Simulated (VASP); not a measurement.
A run of VASP 6.6.1 is set up as follows.

The input INCAR:

```
SYSTEM = TiB2
PREC = Accurate ; ENCUT = 520
EDIFF = 1E-7 ; ISMEAR = 0
SIGMA = 0.1 ; LREAL = .False.
LASPH = .True. ; NELM = 80
ALGO = Normal ; ISIF = 3
LWAVE = .False. ; LCHARG = .False.
IBRION = 2 ; NSW = 80
EDIFFG = -0.002
```

Contents of KPOINTS:

```
regular mesh
0
Gamma
  15 15 14
  0 0 0
```

Contents of POSCAR:

```
TiB2
1.0
    3.0292000000      0.0000000000      0.0000000000
   -1.5146000000      2.6233641500      0.0000000000
    0.0000000000      0.0000000000      3.2284000000
Ti B
1 2
Direct
    0.0000000000      0.0000000000      0.0000000000
    0.3333333300      0.6666666700      0.5000000000
    0.6666666700      0.3333333300      0.5000000000
```

Potentials or basis: VASP PAW LDA potentials, release 64 (Ti_sv, B).

The run is started by

```bash
$ cat potpaw_LDA.64/Ti_sv/POTCAR potpaw_LDA.64/B/POTCAR > POTCAR
$ mpirun -np 1 vasp_std > vasp.out
```

What does it give for the band gap on the k mesh?

None (metal or under the smearing width).

Estimate the space group after relaxing (to 0.05 Å).

P6/mmm (No. 191).

The path:
```csv
step,energy change (eV),largest force (eV/Å),pressure (GPa),volume (Å³)
1,0.0000,0.0000,-10.76,25.66
2,0.0011,0.0000,12.76,23.58
3,-0.0372,0.0000,0.03,24.60
4,-0.0372,0.0000,0.26,24.58
5,-0.0385,0.0000,0.18,24.56
6,-0.0385,0.0000,0.18,24.56
7,-0.0385,0.0000,-0.15,24.59
8,-0.0385,0.0000,-0.01,24.57
```

LDA usually gives volumes a few per cent too small. Zero-point motion and thermal expansion aren't in these numbers.
